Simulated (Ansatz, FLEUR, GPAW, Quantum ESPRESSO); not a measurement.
CaO: 4 runs at one level of theory

```
Ca O
1.0
     0.00000    2.40356    2.40356
     2.40356    0.00000    2.40356
     2.40356    2.40356    0.00000
Ca O
1 1
Cartesian
  0.0000 0.0000 0.0000
  2.4036 2.4036 2.4036
```

The cell is a database's computed one, not the measured one.

Alike in all runs: task band structure; functional RPBE; k mesh 10 × 10 × 10; occupations fermi-dirac, width 0.05 eV; no spin polarisation; no spin-orbit coupling. Pressure is positive in compression and, in plane waves, holds the error of the finite cutoff. Gaps are the smaller of the mesh's and the band path's.

```tsv
program and potentials	plane-wave cutoff (eV)	notes	band gap (eV)	pressure (GPa)
Quantum ESPRESSO, SG15 PBE 1.2	1197	potentials made for PBE	3.76	4.98
Ansatz, all-electron LAPW, scalar-relativistic	-	-	?	?
FLEUR, all-electron, FLAPW	-	-	3.93	-
GPAW, the program's PAW data sets (release 1.2.1) made for this functional	800	-	3.80	5.90
```

Question: Estimate from the other rows what the run with Ansatz, all-electron LAPW, scalar-relativistic gave.

Answer: Band gap 3.76 eV; pressure 5.37 GPa. The other rows, which needn't bracket it: band gap 3.76 to 3.93; pressure 4.98 to 5.90.
